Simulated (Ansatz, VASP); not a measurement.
**Pd: VASP beside Ansatz**

```
CELL_PARAMETERS angstrom
-0.03890 1.94490 1.94490
1.90600 0.00000 1.90600
1.94490 1.94490 -0.03890
ATOMIC_POSITIONS crystal
Pd 0.00000 0.00000 0.00000
```

Change from the starting cell: strain -0.0400 x Voigt [0, 0, 0, 0, 1, 0], atoms carried along.

Alike in both runs: task single point; functional PBE; k mesh 20 × 20 × 20; occupations gaussian, width 0.15 eV; no spin polarisation.

```csv
,VASP,Ansatz
version,VASP 6.6.1,Ansatz 0.2.0
potentials or method,"VASP PAW PBE potentials, release 64 (Pd)","scalar-relativistic, plane waves, PAW"
plane-wave cutoff (eV),520,420
valence electrons in the cell,10,18
```

```csv
,VASP,Ansatz,Ansatz less VASP
gap on the k mesh at the Fermi level (eV),none,none,-
pressure (GPa),7.7,8.0,+0.31
largest component of the traceless stress (GPa),3.31,3.33,+0.015
```

A gap of «none» marks a metal or a gap that the smearing closes. The two sets of potentials don't hold the same shells in valence.
